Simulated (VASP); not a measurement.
Here is a VASP 6.6.1 calculation.

File INCAR:

```
PREC = Accurate
ENCUT = 600
EDIFF = 1E-6
ISMEAR = -1
SIGMA = 0.05
LREAL = False
LASPH = True
NELM = 80
ALGO = Fast
ISIF = 3
LWAVE = False
LCHARG = False
GGA = PS
IVDW = 11
IBRION = 2
NSW = 60
EDIFFG = -0.01
```

The input KPOINTS:

```
Automatic mesh
0
Gamma
  8 8 8
```

The input POSCAR:

```
ZnSe
1.0
    0.0000000000      2.8338000000      2.8338000000
    2.8338000000      0.0000000000      2.8338000000
    2.8338000000      2.8338000000      0.0000000000
Se Zn
1 1
Direct
    0.7500000000      0.7500000000      0.7500000000
    0.0000000000      0.0000000000      0.0000000000
```

Potentials or basis: VASP PAW PBE potentials, release 64 (Se, Zn).

Command:

```bash
$ cat potpaw_PBE.64/Se/POTCAR potpaw_PBE.64/Zn/POTCAR > POTCAR
$ mpirun -np 1 vasp_std > vasp.out
```

**Question.** Predict the dispersion energy per atom.

**Answer.** -0.233 eV.

**Question.** Estimate the relaxed volume.

**Answer.** 21.73 Å³/atom.

**Question.** Estimate the relaxed cell.

**Answer.** a = 3.946 Å, b = 3.946 Å, c = 3.946 Å, α = 60.00°, β = 60.00°, γ = 60.00°.

Step by step:
```csv
step,energy change (eV),largest force (eV/Å),pressure (GPa),volume (Å³)
1,0.0000,0.0000,-2.77,45.51
2,-0.0170,0.0000,0.95,42.97
3,-0.0186,0.0000,-0.08,43.51
4,-0.0186,0.0000,-0.03,43.46
```

Caveat: the PAW data sets were made with another functional, which shifts forces and pressure a little.
